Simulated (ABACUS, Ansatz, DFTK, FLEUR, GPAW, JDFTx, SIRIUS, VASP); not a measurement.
One calculation of KBr, 8 ways

```
Br K
1.0
     0.00000    3.30000    3.30000
     3.30000    0.00000    3.30000
     3.30000    3.30000    0.00000
Br K
1 1
Direct
  0.50000 0.50000 0.50000
  0.00000 0.00000 0.00000
```

Alike in all runs: task equation of state; functional PBEsol; k mesh 7 × 7 × 7; occupations fermi-dirac, width 0.05 eV; no spin polarisation; no spin-orbit coupling.

| program and potentials | plane-wave cutoff (eV) | notes | equilibrium volume (Å³/atom) | bulk modulus (GPa) |
| --- | --- | --- | --- | --- |
| ABACUS, PseudoDojo NC SR 0.4.1 PBEsol standard, plane waves | 1007 | - | 35.11 | 15.4 |
| FLEUR, all-electron, FLAPW | - | - | 35.13 | 15.4 |
| VASP, PBE PAW files Br, K_sv, 520 eV | 520 | potentials made for PBE | 35.28 | 15.4 |
| Ansatz, all-electron LAPW, scalar-relativistic | - | - | 35.12 | 15.4 |
| SIRIUS, PseudoDojo 0.4.1 PBEsol standard (scalar relativistic) | 1030 | - | 35.11 | 15.4 |
| GPAW, PAW data sets generated for this functional | 600 | - | 35.12 | 15.4 |
| JDFTx, PseudoDojo-SR-PBEsol-0.4.1-standard with smoothed tails | 1007 | - | 35.11 | 15.4 |
| DFTK, PseudoDojo SR PBEsol 0.4.1 standard (PBEsol) | 1007 | - | 35.11 | 15.4 |

The equilibrium volume spans 35.11 (SIRIUS, PseudoDojo 0.4.1 PBEsol standard (scalar relativistic)) to 35.28 Å³/atom (VASP, PBE PAW files Br, K_sv, 520 eV), with all-electron results at 35.12 to 35.13. All agree on the bulk modulus.

Differences between rows come from potentials, basis sets and numerical settings, since the functional is the same but for its coding. Runs on potential files found faulty are left out.
